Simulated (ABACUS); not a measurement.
# BN (F-43m) in ABACUS: notebook, part 2 of 2

ABACUS 3.10.1. Earlier steps stand in the parts before.

## 4. Equation of state, AM05, 5.60 Å³/atom (volume scaled by 0.94)

The input, run_abacus.py:

```python
"""ABACUS run from a structure file: ASE reads it, the script writes STRU, KPT and INPUT."""
import re
import subprocess
import spglib
from ase import Atoms
from ase.io import read
from ase.units import Bohr

atoms = read("BN.cif")
cell, frac, numbers = spglib.standardize_cell((atoms.cell[:], atoms.get_scaled_positions(), atoms.numbers), to_primitive=True, symprec=1e-4)
atoms = Atoms(numbers=numbers, cell=cell, scaled_positions=frac, pbc=True)  # the primitive cell
atoms = atoms[(-atoms.numbers).argsort(kind="stable")]  # ABACUS lists atoms element by element
pseudo = {'N': 'N.upf', 'B': 'B.upf'}
orbital = {}
magmoms = None
kmesh = [10, 10, 10]
params = {
    'suffix': 'BN',
    'calculation': 'scf',
    'basis_type': 'pw',
    'pseudo_dir': './',
    'symmetry': 1,
    'dft_functional': 'GGA_X_AM05+GGA_C_AM05',
    'ecutwfc': 84,
    'pseudo_rcut': 10,
    'nspin': 1,
    'nbands': 8,
    'ks_solver': 'dav',
    'smearing_method': 'fd',
    'smearing_sigma': 0.00367493,
    'scf_thr': 1e-08,
    'scf_nmax': 100,
    'mixing_type': 'broyden',
    'mixing_beta': 0.7,
    'cal_force': 1,
    'cal_stress': 1,
    'kpar': 4,
}

symbols = atoms.get_chemical_symbols()
elements = list(dict.fromkeys(symbols))
lines = ["ATOMIC_SPECIES"] + [f"{e} {atoms.get_masses()[symbols.index(e)]:.4f} {pseudo[e]}" for e in elements]
if orbital:
    lines += ["", "NUMERICAL_ORBITAL"] + [orbital[e] for e in elements]
lines += ["", "LATTICE_CONSTANT", f"{1 / Bohr:.10f}", "", "LATTICE_VECTORS"]
lines += [" ".join(f"{x:.10f}" for x in v) for v in atoms.cell]
lines += ["", "ATOMIC_POSITIONS", "Direct"]
for e in elements:
    lines += ["", e, "0.0", str(symbols.count(e))]
    for i, p in enumerate(atoms.get_scaled_positions(wrap=False)):
        if symbols[i] == e:
            mag = "" if magmoms is None else " mag " + " ".join(str(x) for x in (magmoms[i] if isinstance(magmoms[i], list) else [magmoms[i]]))
            lines.append(" ".join(f"{x:.10f}" for x in p) + " 1 1 1" + mag)
open("STRU", "w").write("\n".join(lines) + "\n")
open("KPT", "w").write("K_POINTS\n0\nGamma\n%d %d %d 0 0 0\n" % tuple(kmesh))
open("INPUT", "w").write("INPUT_PARAMETERS\n" + "".join(f"{k:<20s}{v}\n" for k, v in params.items()))

done = subprocess.run(['mpirun', '-np', '4', 'abacus'])
if done.returncode:
    raise SystemExit(done.returncode)
log = open("OUT.BN/running_scf.log").read()
print("final energy (eV):", re.findall(r"FINAL_ETOT_IS (\S+)", log))
```

The input, BN.cif:

```cif
data_BN
_cell_length_a 3.55198119
_cell_length_b 3.55198119
_cell_length_c 3.55198119
_cell_angle_alpha 90.00000000
_cell_angle_beta 90.00000000
_cell_angle_gamma 90.00000000
_space_group_name_H-M_alt 'F-43m'
_space_group_name_Hall 'F -4 2 3'
_space_group_IT_number 216
loop_
_space_group_symop_operation_xyz
'x,y,z'
'y,-x,-z'
'-x,-y,z'
'-y,x,-z'
'x,-y,-z'
'y,x,z'
'-x,y,-z'
'-y,-x,z'
'z,x,y'
'-z,y,-x'
'z,-x,-y'
'-z,-y,x'
'-z,x,-y'
'z,y,x'
'-z,-x,y'
'z,-y,-x'
'y,z,x'
'-x,-z,y'
'-y,z,-x'
'x,-z,-y'
'-y,-z,x'
'x,z,y'
'y,-z,-x'
'-x,z,-y'
'x,y+1/2,z+1/2'
'y,-x+1/2,-z+1/2'
'-x,-y+1/2,z+1/2'
'-y,x+1/2,-z+1/2'
'x,-y+1/2,-z+1/2'
'y,x+1/2,z+1/2'
'-x,y+1/2,-z+1/2'
'-y,-x+1/2,z+1/2'
'z,x+1/2,y+1/2'
'-z,y+1/2,-x+1/2'
'z,-x+1/2,-y+1/2'
'-z,-y+1/2,x+1/2'
'-z,x+1/2,-y+1/2'
'z,y+1/2,x+1/2'
'-z,-x+1/2,y+1/2'
'z,-y+1/2,-x+1/2'
'y,z+1/2,x+1/2'
'-x,-z+1/2,y+1/2'
'-y,z+1/2,-x+1/2'
'x,-z+1/2,-y+1/2'
'-y,-z+1/2,x+1/2'
'x,z+1/2,y+1/2'
'y,-z+1/2,-x+1/2'
'-x,z+1/2,-y+1/2'
'x+1/2,y,z+1/2'
'y+1/2,-x,-z+1/2'
'-x+1/2,-y,z+1/2'
'-y+1/2,x,-z+1/2'
'x+1/2,-y,-z+1/2'
'y+1/2,x,z+1/2'
'-x+1/2,y,-z+1/2'
'-y+1/2,-x,z+1/2'
'z+1/2,x,y+1/2'
'-z+1/2,y,-x+1/2'
'z+1/2,-x,-y+1/2'
'-z+1/2,-y,x+1/2'
'-z+1/2,x,-y+1/2'
'z+1/2,y,x+1/2'
'-z+1/2,-x,y+1/2'
'z+1/2,-y,-x+1/2'
'y+1/2,z,x+1/2'
'-x+1/2,-z,y+1/2'
'-y+1/2,z,-x+1/2'
'x+1/2,-z,-y+1/2'
'-y+1/2,-z,x+1/2'
'x+1/2,z,y+1/2'
'y+1/2,-z,-x+1/2'
'-x+1/2,z,-y+1/2'
'x+1/2,y+1/2,z'
'y+1/2,-x+1/2,-z'
'-x+1/2,-y+1/2,z'
'-y+1/2,x+1/2,-z'
'x+1/2,-y+1/2,-z'
'y+1/2,x+1/2,z'
'-x+1/2,y+1/2,-z'
'-y+1/2,-x+1/2,z'
'z+1/2,x+1/2,y'
'-z+1/2,y+1/2,-x'
'z+1/2,-x+1/2,-y'
'-z+1/2,-y+1/2,x'
'-z+1/2,x+1/2,-y'
'z+1/2,y+1/2,x'
'-z+1/2,-x+1/2,y'
'z+1/2,-y+1/2,-x'
'y+1/2,z+1/2,x'
'-x+1/2,-z+1/2,y'
'-y+1/2,z+1/2,-x'
'x+1/2,-z+1/2,-y'
'-y+1/2,-z+1/2,x'
'x+1/2,z+1/2,y'
'y+1/2,-z+1/2,-x'
'-x+1/2,z+1/2,-y'
loop_
_atom_site_label
_atom_site_type_symbol
_atom_site_symmetry_multiplicity
_atom_site_Wyckoff_symbol
_atom_site_fract_x
_atom_site_fract_y
_atom_site_fract_z
_atom_site_occupancy
N1 N 4 d 0.2500000000 0.2500000000 0.7500000000 1
B1 B 4 a 0.0000000000 0.0000000000 0.0000000000 1
```

Potentials or basis: PseudoDojo NC SR 0.4.1 PBEsol standard, plane waves.

Command:

```console
$ OMP_NUM_THREADS=1 python run_abacus.py > log
```

running log:

```text
ABACUS v3.10.1

               Atomic-orbital Based Ab-initio Computation at UStc

 ------------------------------------------------------------------------------------

 READING GENERAL INFORMATION
                           global_out_dir = OUT.BN/
                           global_in_card = INPUT
                               pseudo_dir = ./
                              orbital_dir =
                                    DSIZE = 4
                                    GSIZE = 1

 READING UNITCELL INFORMATION
                                    ntype = 2
                  lattice constant (Bohr) = 1.88973
              lattice constant (Angstrom) = 1

 READING ATOM TYPE 1
                               atom label = N
                      L=0, number of zeta = 1
                      L=1, number of zeta = 1
                      L=2, number of zeta = 1
             number of atom for this type = 1

 READING ATOM TYPE 2
                               atom label = B
                      L=0, number of zeta = 1
                      L=1, number of zeta = 1
                      L=2, number of zeta = 1
             number of atom for this type = 1

                        TOTAL ATOM NUMBER = 2
DIRECT COORDINATES
    atom                   x                   y                   z     mag                  vx                  vy                  vz
taud_N1            0.7500000000        0.7500000000        0.7500000000  0.0000        0.0000000000        0.0000000000        0.0000000000
taud_B1            0.0000000000        0.0000000000        0.0000000000  0.0000        0.0000000000        0.0000000000        0.0000000000

                          Volume (Bohr^3) = 75.6047
                             Volume (A^3) = 11.2034

 Lattice vectors: (Cartesian coordinate: in unit of a_0)
                   +0            +1.77599            +1.77599
[... 227 lines left out ...]
WARNING: norm of atomic wavefunction # 2 of atomic type B is 0.999877, renormalized

 -------------------------------------------
 SELF-CONSISTENT
 -------------------------------------------
                                 init_chg = atomic

 PW ALGORITHM --------------- ION=   1  ELEC=   1--------------------------------

 Density error is 0.209612403935
                          Error Threshold = 0.01
----------------------------------------------------------
     Energy           Rydberg                 eV
----------------------------------------------------------
 E_KohnSham     -26.6479528683       -362.5639990448
 E_Harris       -25.6298400518       -348.7118635331
 E_Fermi        1.0691580976         14.5466421897
----------------------------------------------------------
[... 51 lines left out ...]
 Density error is 7.51563452502e-09
                          Error Threshold = 1.20051600514e-08
----------------------------------------------------------
     Energy           Rydberg                 eV
----------------------------------------------------------
 E_KohnSham     -26.6987866305       -363.2556278607
 E_KS(sigma->0) -26.6987866305       -363.2556278607
 E_Harris       -26.6986801288       -363.2541788316
 E_band         2.2644595990         30.8095534365
 E_one_elec     5.3851819894         73.2691598228
 E_Hartree      3.4278436796         46.6382058961
 E_xc           -8.7036914542        -118.4197974112
 E_Ewald        -26.8081208453       -364.7431961683
 E_entropy(-TS) -0.0000000000        -0.0000000000
 E_descf        0.0000000000         0.0000000000
 E_exx          0.0000000000         0.0000000000
 E_Fermi        0.9862707562         13.4189020555
----------------------------------------------------------

 charge density convergence is achieved
 final etot is -363.25562786 eV
 EFERMI = 13.418902056 eV

 STATE ENERGY(eV) AND OCCUPATIONS    NSPIN == 1
 1/12 kpoint (Cartesian) = 0.0000 0.0000 0.0000 (941 pws)
       1       -8.84456     0.00200000
       2        12.0239     0.00200000
       3        12.0239     0.00200000
       4        12.0239     0.00200000
       5        21.0837    5.31750e-70
       6        21.0837    5.31750e-70
       7        21.0837    5.31750e-70
       8        23.1719    3.86635e-88
[... 41 lines left out ...]
 6/12 kpoint (Cartesian) = 0.14077 0.14077 0.14077 (978 pws)
       1       -4.30835     0.00800000
       2       0.737225     0.00800000
       3        9.96516     0.00800000
       4        9.96516     0.00800000
       5        22.8709    6.37035e-85
       6        22.9958    5.23878e-86
       7        22.9958    5.23878e-86
       8        27.6368        0.00000

[... levels at 6 further k points ...]

------------------------------------------------------------------------------------------
 TOTAL-FORCE (eV/Angstrom)
------------------------------------------------------------------------------------------
                        N1         0.0000000000         0.0000000000         0.0000000000
                        B1         0.0000000000         0.0000000000         0.0000000000
------------------------------------------------------------------------------------------

----------------------------------------------------------------
 TOTAL-STRESS (KBAR)
----------------------------------------------------------------
       182.9642016527        -0.0000000000        -0.0000000000
         0.0000000000       182.9642016527        -0.0000000000
         0.0000000000        -0.0000000000       182.9642016527
----------------------------------------------------------------
 TOTAL-PRESSURE: 182.964202 KBAR

 --------------------------------------------
 !FINAL_ETOT_IS -363.2556278606538740 eV
 --------------------------------------------
```

Wall time 1.8 s (4 MPI ranks of Intel Xeon Platinum 8488C (Sapphire Rapids), shared host); peak memory 0.36 GiB.

Results:

* Free energy: -363.2556 eV
* Pressure: 18.3 GPa
* Band gap on the k mesh: 4.40 eV, indirect (least direct gap 9.06 eV)

Caveat: the potentials were made for another functional, which shifts forces and pressure.

## 5. Equation of state, AM05, 5.84 Å³/atom (volume scaled by 0.98)

run_abacus.py is that of step 4.

BN.cif, as its differences from that of step 4:

```diff
@@ -1,5 +1,5 @@
 data_BN
-_cell_length_a 3.55198119
-_cell_length_b 3.55198119
-_cell_length_c 3.55198119
+_cell_length_a 3.60166568
+_cell_length_b 3.60166568
+_cell_length_c 3.60166568
 _cell_angle_alpha 90.00000000
```

Command:

```console
$ OMP_NUM_THREADS=1 python run_abacus.py > log
```

It took 2.4 s on 4 MPI ranks of Intel Xeon Platinum 8488C (Sapphire Rapids), shared host; peak memory 0.36 GiB.

Results (log left out):

| Quantity | Value |
| --- | --- |
| Free energy | -363.2832 eV |
| Pressure | 0.8 GPa |
| Band gap on the k mesh | 4.35 eV, indirect (least direct gap 8.86 eV) |

Caveat: the potentials were made for another functional, which shifts forces and pressure.

## 6. Equation of state, AM05, 6.08 Å³/atom (volume scaled by 1.02)

run_abacus.py is that of step 5.

BN.cif, as its differences from that of step 5:

```diff
@@ -1,5 +1,5 @@
 data_BN
-_cell_length_a 3.60166568
-_cell_length_b 3.60166568
-_cell_length_c 3.60166568
+_cell_length_a 3.65001596
+_cell_length_b 3.65001596
+_cell_length_c 3.65001596
 _cell_angle_alpha 90.00000000
```

Potentials or basis: PseudoDojo NC SR 0.4.1 PBEsol standard, plane waves.

Command:

```console
$ OMP_NUM_THREADS=1 python run_abacus.py > log
```

Run time: 2.4 s. Hardware: 4 MPI ranks of Intel Xeon Platinum 8488C (Sapphire Rapids), shared host; peak memory 0.36 GiB.

It converged, with:

```
Free energy            : -363.2635 eV
Pressure               : -13.6 GPa
Band gap on the k mesh : 4.31 eV, indirect (least direct gap 8.67 eV)
```

Caveat: the potentials were made for another functional, which shifts forces and pressure.

## 7. Equation of state, AM05, 6.32 Å³/atom (volume scaled by 1.06)

run_abacus.py is that of step 6.

BN.cif, as its differences from that of step 6:

```diff
@@ -1,5 +1,5 @@
 data_BN
-_cell_length_a 3.65001596
-_cell_length_b 3.65001596
-_cell_length_c 3.65001596
+_cell_length_a 3.69711813
+_cell_length_b 3.69711813
+_cell_length_c 3.69711813
 _cell_angle_alpha 90.00000000
```

Command:

```console
$ OMP_NUM_THREADS=1 python run_abacus.py > log
```

It took 2.4 s on 4 MPI ranks of Intel Xeon Platinum 8488C (Sapphire Rapids), shared host; peak memory 0.36 GiB.

It converged, with:

```yaml
Free_energy: -363.2046 eV
Pressure: -25.6 GPa
Band_gap_on_the_k_mesh: 4.27 eV, indirect (least direct gap 8.48 eV)
```

Caveat: the potentials were made for another functional, which shifts forces and pressure.

## 8. Equation of state, AM05

This step only gathers the single runs of the series.

What came out:

```yaml
Equilibrium_volume: 5.85 Å³/atom
Bulk_modulus: 386 GPa
Pressure_derivative_of_the_bulk_modulus: "3.7 (rough: it moves with the points fitted)"
```

Energy against volume, from the lowest point:
| volume (Å³/atom) | energy (meV/atom) |
| --- | --- |
| 5.602 | 13.80 |
| 5.840 | 0.00 |
| 6.078 | 9.87 |
| 6.317 | 39.32 |

Caveat: the potentials were made for another functional, which shifts forces and pressure.

## 9. Against experiment

Step 2. A measured gap of BN is 6.4 eV (indirect; 300 K; a printed reference work, monograph); the calculated 4.88 eV misses it by -1.52 eV. The value is that of HCTH407, without temperature or zero-point motion. The cell is a database's relaxed one, not the measured one, which moves gaps too.

Step 3. A measured gap of BN is 6.4 eV (indirect; 300 K; a printed reference work, monograph); the calculated 4.33 eV misses it by -2.07 eV. The value is that of AM05, without temperature or zero-point motion. Semilocal functionals fall short of measured gaps as a rule. The cell is a database's relaxed one, not the measured one, which moves gaps too.

Step 8. A measured bulk modulus of BN is 395 GPa (300 K; quoted in “Effect of nanostructuration on compressibility of cubic BN”, 2012, arxiv:1208.3664); the calculated 386 GPa misses it by -2.4 %. The fit is for a static lattice scaled at fixed shape and fixed fractional positions.
